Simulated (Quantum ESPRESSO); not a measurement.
# MnS (P6_3mc) in Quantum ESPRESSO: band structure with LDA

Aim: the band structure of MnS with LDA.

All numbers are computed with Quantum ESPRESSO 7.5; they aren't measurements. Logs are shortened: lines on timing, memory, paths and dates and some standing lists are left out, and cuts for length are marked.

## 1. Starting point

It takes space group P6_3mc (No. 186, hexagonal). Conventional cell: a = 3.954 Å, b = 3.954 Å, c = 6.343 Å, α = 90.00°, β = 90.00°, γ = 120.00°. Around Mn (site symmetry 3m) lie 4 S at 2.36 to 2.42 Å. S (site symmetry 3m) has 4 Mn at 2.36 to 2.42 Å as nearest neighbours.

The cell is a database's computed one.

## 2. Band structure, LDA, collinear spin, ferromagnetic start

Contents of pw.in:

```
&CONTROL
  calculation = 'scf'
  prefix = 'pwscf'
  outdir = './tmp'
  pseudo_dir = './pseudo'
  tprnfor = .true.
  tstress = .true.
  disk_io = 'low'
/
&SYSTEM
  ibrav = 0
  celldm(1) = 8
  nat = 4
  ntyp = 2
  ecutwfc = 45
  ecutrho = 360
  nbnd = 33
  occupations = 'smearing'
  smearing = 'fd'
  degauss = 0.00367493
  nspin = 2
  starting_magnetization(1) = 0.2667
  starting_magnetization(2) = 0
/
&ELECTRONS
  conv_thr = 8d-10
  electron_maxstep = 120
  mixing_beta = 0.3
/
ATOMIC_SPECIES
Mn    54.9380 mn_lda_v1.5.uspp.F.UPF
S     32.0600 s_lda_v1.4.uspp.F.UPF
CELL_PARAMETERS alat
  0.9338971997097   0.0000000000000   0.0000000000000
 -0.4669485998667   0.8087786994732   0.0000000000000
  0.0000000000000   0.0000000000000   1.4982053103669
ATOMIC_POSITIONS crystal
Mn     0.6666666667    0.3333333333    0.4988446700
Mn     0.3333333333    0.6666666667    0.9988446700
S      0.3333333333    0.6666666667    0.6261543000
S      0.6666666667    0.3333333333    0.1261543000
K_POINTS automatic
8 8 4 0 0 0
```

Contents of bands.in:

```
&CONTROL
  calculation = 'bands'
  prefix = 'pwscf'
  outdir = './tmp'
  pseudo_dir = './pseudo'
  disk_io = 'low'
  verbosity = 'high'
/
&SYSTEM
  ibrav = 0
  celldm(1) = 8
  nat = 4
  ntyp = 2
  ecutwfc = 45
  ecutrho = 360
  nbnd = 33
  occupations = 'smearing'
  smearing = 'fd'
  degauss = 0.00367493
  nspin = 2
  starting_magnetization(1) = 0.2667
  starting_magnetization(2) = 0
/
&ELECTRONS
  conv_thr = 1d-08
  electron_maxstep = 120
  mixing_beta = 0.3
  diago_full_acc = .true.
  startingwfc = 'random'
/
ATOMIC_SPECIES
Mn    54.9380 mn_lda_v1.5.uspp.F.UPF
S     32.0600 s_lda_v1.4.uspp.F.UPF
CELL_PARAMETERS alat
  0.9338971997097   0.0000000000000   0.0000000000000
 -0.4669485998667   0.8087786994732   0.0000000000000
  0.0000000000000   0.0000000000000   1.4982053103669
ATOMIC_POSITIONS crystal
Mn     0.6666666667    0.3333333333    0.4988446700
Mn     0.3333333333    0.6666666667    0.9988446700
S      0.3333333333    0.6666666667    0.6261543000
S      0.6666666667    0.3333333333    0.1261543000
K_POINTS crystal
60
 0.0000000000  0.0000000000  0.0000000000 1
 0.0714285714  0.0000000000  0.0000000000 1
 0.1428571429  0.0000000000  0.0000000000 1
 0.2142857143  0.0000000000  0.0000000000 1
 0.2857142857  0.0000000000  0.0000000000 1
 0.3571428571  0.0000000000  0.0000000000 1
 0.4285714286  0.0000000000  0.0000000000 1
 0.5000000000  0.0000000000  0.0000000000 1
 0.4583333333  0.0833333333  0.0000000000 1
 0.4166666667  0.1666666667  0.0000000000 1
 0.3750000000  0.2500000000  0.0000000000 1
 0.3333333333  0.3333333333  0.0000000000 1
 0.2962962963  0.2962962963  0.0000000000 1
 0.2592592593  0.2592592593  0.0000000000 1
 0.2222222222  0.2222222222  0.0000000000 1
 0.1851851852  0.1851851852  0.0000000000 1
 0.1481481481  0.1481481481  0.0000000000 1
 0.1111111111  0.1111111111  0.0000000000 1
 0.0740740741  0.0740740741  0.0000000000 1
 0.0370370370  0.0370370370  0.0000000000 1
 0.0000000000  0.0000000000  0.0000000000 1
 0.0000000000  0.0000000000  0.1250000000 1
 0.0000000000  0.0000000000  0.2500000000 1
 0.0000000000  0.0000000000  0.3750000000 1
 0.0000000000  0.0000000000  0.5000000000 1
 0.0625000000  0.0000000000  0.5000000000 1
 0.1250000000  0.0000000000  0.5000000000 1
 0.1875000000  0.0000000000  0.5000000000 1
 0.2500000000  0.0000000000  0.5000000000 1
 0.3125000000  0.0000000000  0.5000000000 1
 0.3750000000  0.0000000000  0.5000000000 1
 0.4375000000  0.0000000000  0.5000000000 1
 0.5000000000  0.0000000000  0.5000000000 1
 0.4666666667  0.0666666667  0.5000000000 1
 0.4333333333  0.1333333333  0.5000000000 1
 0.4000000000  0.2000000000  0.5000000000 1
 0.3666666667  0.2666666667  0.5000000000 1
 0.3333333333  0.3333333333  0.5000000000 1
 0.3030303030  0.3030303030  0.5000000000 1
 0.2727272727  0.2727272727  0.5000000000 1
 0.2424242424  0.2424242424  0.5000000000 1
 0.2121212121  0.2121212121  0.5000000000 1
 0.1818181818  0.1818181818  0.5000000000 1
 0.1515151515  0.1515151515  0.5000000000 1
 0.1212121212  0.1212121212  0.5000000000 1
 0.0909090909  0.0909090909  0.5000000000 1
 0.0606060606  0.0606060606  0.5000000000 1
 0.0303030303  0.0303030303  0.5000000000 1
 0.0000000000  0.0000000000  0.5000000000 1
 0.5000000000  0.0000000000  0.5000000000 1
 0.5000000000  0.0000000000  0.4000000000 1
 0.5000000000  0.0000000000  0.3000000000 1
 0.5000000000  0.0000000000  0.2000000000 1
 0.5000000000  0.0000000000  0.1000000000 1
 0.5000000000  0.0000000000  0.0000000000 1
 0.3333333333  0.3333333333  0.0000000000 1
 0.3333333333  0.3333333333  0.1250000000 1
 0.3333333333  0.3333333333  0.2500000000 1
 0.3333333333  0.3333333333  0.3750000000 1
 0.3333333333  0.3333333333  0.5000000000 1
```

Potentials or basis: GBRV 1.5 LDA.

The run is started by

```console
$ OMP_NUM_THREADS=1 mpirun -n 2 pw.x -nk 2 -in pw.in > pw.out
$ OMP_NUM_THREADS=1 mpirun -n 2 pw.x -nk 2 -in bands.in > bands.out
```

pw.out:

```text
This program is part of the open-source Quantum ESPRESSO suite
     for quantum simulation of materials; please cite
         "P. Giannozzi et al., J. Phys.:Condens. Matter 21 395502 (2009);
         "P. Giannozzi et al., J. Phys.:Condens. Matter 29 465901 (2017);
         "P. Giannozzi et al., J. Chem. Phys. 152 154105 (2020);
     in publications or presentations arising from this work. More details at

     Message from routine setup:
     using ibrav=0 with symmetry is DISCOURAGED, use correct ibrav instead

     K-points division:     npool     =       2
     Subspace diagonalization in iterative solution of the eigenvalue problem:
     a serial algorithm will be used

     G-vector sticks info
     --------------------
     sticks:   dense  smooth     PW     G-vecs:    dense   smooth      PW
     Sum        1393     685    199                66865    23583    3825

     Using Slab Decomposition

     bravais-lattice index     =            0
     lattice parameter (alat)  =       8.0000  a.u.
     unit-cell volume          =     579.3888 (a.u.)^3
     number of atoms/cell      =            4
     number of atomic types    =            2
     number of electrons       =        42.00
     number of Kohn-Sham states=           33
     kinetic-energy cutoff     =      45.0000  Ry
     charge density cutoff     =     360.0000  Ry
     scf convergence threshold =      8.0E-10
     mixing beta               =       0.3000
     number of iterations used =            8  plain     mixing
     Exchange-correlation=  SLA  PZ   NOGX NOGC
                           (   1   1   0   0   0   0   0)

     celldm(1)=   8.000000  celldm(2)=   0.000000  celldm(3)=   0.000000
     celldm(4)=   0.000000  celldm(5)=   0.000000  celldm(6)=   0.000000

     crystal axes: (cart. coord. in units of alat)
               a(1) = (   0.933897   0.000000   0.000000 )
               a(2) = (  -0.466949   0.808779   0.000000 )
               a(3) = (   0.000000   0.000000   1.498205 )

     reciprocal axes: (cart. coord. in units 2 pi/alat)
               b(1) = (  1.070782  0.618216 -0.000000 )
               b(2) = (  0.000000  1.236432  0.000000 )
               b(3) = (  0.000000 -0.000000  0.667465 )

     PseudoPot. # 1 for Mn read from file:
     mn_lda_v1.5.uspp.F.UPF
     Pseudo is Ultrasoft + core correction, Zval = 15.0
     Generated by new atomic code, or converted to UPF format
     Using radial grid of  859 points,  6 beta functions with:
                l(1) =   0
                l(2) =   0
                l(3) =   1
                l(4) =   1
                l(5) =   2
                l(6) =   2
     Q(r) pseudized with  8 coefficients,  rinner =    0.950   0.950   0.950
[... 85 lines left out ...]
     Davidson diagonalization with overlap
     ethr =  1.00E-02,  avg # of iterations =  5.1

     total energy              =    -470.19293530 Ry
     estimated scf accuracy    <       1.50124993 Ry
[... 120 lines left out ...]
     iteration # 12     ecut=    45.00 Ry     beta= 0.30
     Davidson diagonalization with overlap
     ethr =  2.93E-11,  avg # of iterations =  4.7

     negative rho (up, down):  0.000E+00 4.130E-04

     Magnetic moment per site  (integrated on atomic sphere of radius R)
     atom   1 (R=0.230)  charge= 12.8609  magn=  3.9961
     atom   2 (R=0.230)  charge= 12.8609  magn=  3.9961
     atom   3 (R=0.230)  charge=  4.0185  magn=  0.1306
     atom   4 (R=0.230)  charge=  4.0185  magn=  0.1306

     End of self-consistent calculation

 ------ SPIN UP ------------

          k = 0.0000 0.0000 0.0000 (  2923 PWs)   bands (ev):

   -73.7452 -73.7450 -42.8494 -42.8494 -42.8486 -42.8486 -42.8344 -42.8301
    -6.6238  -5.8583   1.4926   2.5456   2.5880   2.5880   2.7567   2.7567
     4.2611   4.2611   4.5452   4.5452   4.6982   6.6914   6.6914   7.7178
     7.7914   7.7914   8.4327  10.0869  13.0770  13.0771  13.5671  14.2988
    14.6876
[... 99 lines left out ...]
   -73.7450 -73.7450 -42.8520 -42.8516 -42.8501 -42.8493 -42.8325 -42.8315
    -5.8779  -5.6981   1.4879   1.6496   2.6756   2.8001   2.8671   3.0641
     4.3829   4.5118   4.5236   4.5950   4.6927   4.7806   5.5054   5.5227
     6.4437   6.5668  10.3577  10.8546  12.6470  12.8188  13.9937  14.3880
    15.4114

          k = 0.0000-0.6182-0.3337 (  2940 PWs)   bands (ev):

   -73.7450 -73.7450 -42.8518 -42.8518 -42.8497 -42.8497 -42.8319 -42.8319
    -5.7830  -5.7830   1.4181   1.4181   2.8182   2.8182   2.9157   2.9157
     4.5405   4.5405   4.5768   4.5768   4.6882   4.6882   6.0510   6.0510
     6.1797   6.1797  10.4326  10.4326  12.4841  12.4841  14.8961  14.8962
    15.1165
[... 115 lines left out ...]
   -73.7450 -73.7450 -42.8514 -42.8514 -42.8505 -42.8505 -42.8319 -42.8319
    -5.7328  -5.7328   1.6771   1.6771   2.4124   2.4124   3.0667   3.0667
     4.2985   4.2985   4.6668   4.6668   4.8716   4.8716   5.3393   5.3393
     6.2721   6.2721  11.5576  11.5576  12.7679  12.7679  13.5709  13.5709
    15.6115

 ------ SPIN DOWN ----------

          k = 0.0000 0.0000 0.0000 (  2923 PWs)   bands (ev):

   -69.2282 -69.2280 -38.4683 -38.4683 -38.4671 -38.4671 -38.4652 -38.4588
    -6.2696  -5.5347   2.0714   4.0438   4.0585   4.0585   4.0891   4.0891
     7.6940   7.6940   8.0326   8.2010   8.2010   9.1577   9.3691   9.3691
    10.2275  10.4565  10.4565  11.2124  14.0302  14.0302  14.4149  15.2045
    15.3436
[... 99 lines left out ...]
   -69.2280 -69.2279 -38.4723 -38.4717 -38.4693 -38.4682 -38.4622 -38.4607
    -5.5526  -5.3812   2.1425   2.4200   3.5723   4.0157   4.0358   4.0963
     7.4319   7.6484   7.9918   8.1349   8.1378   8.2935   8.6511   8.7316
     9.2628   9.3422  11.5943  12.2273  13.7851  13.9680  15.0514  15.3123
    16.1574

          k = 0.0000-0.6182-0.3337 (  2940 PWs)   bands (ev):

   -69.2279 -69.2279 -38.4721 -38.4721 -38.4687 -38.4687 -38.4613 -38.4613
    -5.4628  -5.4628   2.1204   2.1204   3.9576   3.9576   4.0527   4.0527
     7.7525   7.7525   8.0928   8.0928   8.2049   8.2049   8.9176   8.9176
     8.9622   8.9622  11.7623  11.7623  13.7922  13.7923  15.6192  15.6193
    15.9943
[... 115 lines left out ...]
   -69.2279 -69.2279 -38.4715 -38.4715 -38.4699 -38.4699 -38.4612 -38.4612
    -5.4144  -5.4144   2.3973   2.3973   3.2524   3.2524   4.2627   4.2627
     7.5465   7.5465   8.0515   8.0515   8.3894   8.3894   8.6049   8.6049
     9.1221   9.1221  12.8148  12.8148  13.8313  13.8313  14.4877  14.4877
    16.4334

     the Fermi energy is     7.3018 ev

!    total energy              =    -470.60115402 Ry
     estimated scf accuracy    <          7.7E-10 Ry
     smearing contrib. (-TS)   =      -0.00156441 Ry
     internal energy E=F+TS    =    -470.59958961 Ry

     The total energy is F=E-TS. E is the sum of the following terms:
     one-electron contribution =    -314.19192010 Ry
     hartree contribution      =     168.06734047 Ry
     xc contribution           =     -69.47287036 Ry
     ewald contribution        =    -255.00213963 Ry

     total magnetization       =     9.61 Bohr mag/cell
     absolute magnetization    =     9.61 Bohr mag/cell

     convergence has been achieved in  12 iterations

     negative rho (up, down):  0.000E+00 4.130E-04

     Forces acting on atoms (cartesian axes, Ry/au):

     atom    1 type  1   force =     0.00000000    0.00000000    0.00973438
     atom    2 type  1   force =     0.00000000   -0.00000000    0.00973438
     atom    3 type  2   force =     0.00000000   -0.00000000   -0.00973438
     atom    4 type  2   force =     0.00000000    0.00000000   -0.00973438

     Total force =     0.019469     Total SCF correction =     0.000055

     Computing stress (Cartesian axis) and pressure

     negative rho (up, down):  0.000E+00 4.130E-04
          total   stress  (Ry/bohr**3)                   (kbar)     P=      -41.09
  -0.00033158  -0.00000000   0.00000000          -48.78       -0.00        0.00
  -0.00000000  -0.00033158   0.00000000           -0.00      -48.78        0.00
   0.00000000   0.00000000  -0.00017484            0.00        0.00      -25.72

=------------------------------------------------------------------------------=
   JOB DONE.
=------------------------------------------------------------------------------=
```

Wall time 3.1 min (2 MPI ranks of Arm Neoverse V1, shared host); peak memory 0.46 GiB.

Results:

| Property | Result |
| --- | --- |
| Free energy | -6402.8549 eV |
| Pressure | -4.1 GPa |
| Largest force | 0.250 eV/Å |
| Band gap on the k mesh | none (metal or under the smearing width) |
| Net moment | 9.61 μB per cell |
| Absolute moment | 9.61 μB per cell |
| Site moments | Mn +4.00; S +0.13 μB |
| Valence electrons inside the program's atomic spheres | Mn 12.86; S 4.02 |

Forces on the atoms (eV/Å):
```
Mn   0.000  0.000  0.250
Mn   0.000  0.000  0.250
S    0.000  0.000 -0.250
S    0.000  0.000 -0.250
```

Stress tensor (GPa, compression positive):
```
-4.88  0.00  0.00
 0.00 -4.88  0.00
 0.00  0.00 -2.57
```

Levels at the corners of the path, in eV from the Fermi level:
Spin up:
```
point  band 23  band 24  band 25  band 26  band 27  band 28  band 29  band 30
    Γ    -0.61     0.42     0.49     0.49     1.13     2.79     5.78     5.78
    M    -2.11    -2.03    -0.94    -0.51     3.54     3.71     4.45     6.27
    K    -2.11    -1.49    -1.49    -1.45     3.66     5.50     5.50     6.44
    Γ    -0.61     0.42     0.49     0.49     1.13     2.79     5.78     5.78
    A    -0.10    -0.10    -0.10    -0.10     2.71     2.71     5.80     5.80
    L    -1.25    -1.25    -1.12    -1.12     3.13     3.13     5.18     5.18
    H    -2.09    -2.09    -1.03    -1.03     4.44     4.44     5.30     5.30
    A    -0.10    -0.10    -0.10    -0.10     2.71     2.71     5.80     5.80
    L    -1.25    -1.25    -1.12    -1.12     3.13     3.13     5.18     5.18
    M    -2.11    -2.03    -0.94    -0.51     3.54     3.71     4.45     6.27
    K    -2.11    -1.49    -1.49    -1.45     3.66     5.50     5.50     6.44
    H    -2.09    -2.09    -1.03    -1.03     4.44     4.44     5.30     5.30
```
Spin down:
| point | band 14 | band 15 | band 16 | band 17 | band 18 | band 19 |
| --- | --- | --- | --- | --- | --- | --- |
| Γ | -3.24 | -3.21 | -3.21 | 0.39 | 0.39 | 0.73 |
| M | -3.40 | -3.30 | -3.19 | -0.04 | 0.15 | 0.63 |
| K | -3.89 | -3.66 | -3.66 | 0.07 | 0.22 | 0.22 |
| Γ | -3.24 | -3.21 | -3.21 | 0.39 | 0.39 | 0.73 |
| A | -3.24 | -3.24 | -3.24 | 0.71 | 0.71 | 0.71 |
| L | -3.34 | -3.25 | -3.25 | 0.45 | 0.45 | 0.79 |
| H | -4.18 | -3.02 | -3.02 | 0.21 | 0.21 | 0.76 |
| A | -3.24 | -3.24 | -3.24 | 0.71 | 0.71 | 0.71 |
| L | -3.34 | -3.25 | -3.25 | 0.45 | 0.45 | 0.79 |
| M | -3.40 | -3.30 | -3.19 | -0.04 | 0.15 | 0.63 |
| K | -3.89 | -3.66 | -3.66 | 0.07 | 0.22 | 0.22 |
| H | -4.18 | -3.02 | -3.02 | 0.21 | 0.21 | 0.76 |

Caveat: semilocal functionals often make such compounds metallic where correlation or magnetic order opens a gap, which also shifts bond lengths; only a ferromagnetic start was run, and an antiferromagnetic order may lie lower in energy.
